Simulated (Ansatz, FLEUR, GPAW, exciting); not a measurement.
C: programs and potentials compared

```
C
1.0
     0.00000    1.78337    1.78337
     1.78337    0.00000    1.78337
     1.78337    1.78337    0.00000
C
2
Direct
  0.75000 0.75000 0.75000
  0.50000 0.50000 0.50000
```

Alike in all runs: task band structure; functional BLYP; k mesh 13 × 13 × 13; occupations fermi-dirac, width 0.05 eV; no spin polarisation; no spin-orbit coupling. Pressure is positive in compression and, in plane waves, holds the error of the finite cutoff. Gaps are the smaller of the mesh's and the band path's.

```csv
program and potentials,plane-wave cutoff (eV),notes,band gap (eV),pressure (GPa)
"Ansatz, all-electron LAPW, scalar-relativistic",-,-,4.45,11.24
"exciting, all-electron LAPW+lo, shipped species files, valence relativity iora*",-,-,4.46,-
"GPAW, PAW data sets generated for this functional",800,-,4.44,10.60
"FLEUR, all-electron, FLAPW",-,-,4.45,-
```

The band gap spans 4.44 (GPAW, PAW data sets generated for this functional) to 4.46 eV (exciting, all-electron LAPW+lo, shipped species files, valence relativity iora*), with all-electron results at 4.45 to 4.46. The pressure spans 10.60 (GPAW, PAW data sets generated for this functional) to 11.24 GPa (Ansatz, all-electron LAPW, scalar-relativistic), with all-electron results at 11.24. The cell lies far from this level's equilibrium. The paths' points differ, which is worth about 0.01 eV.

The functional is the same throughout but for its coding, so the spread measures potentials, basis and numerics; runs on potential files found faulty are left out.
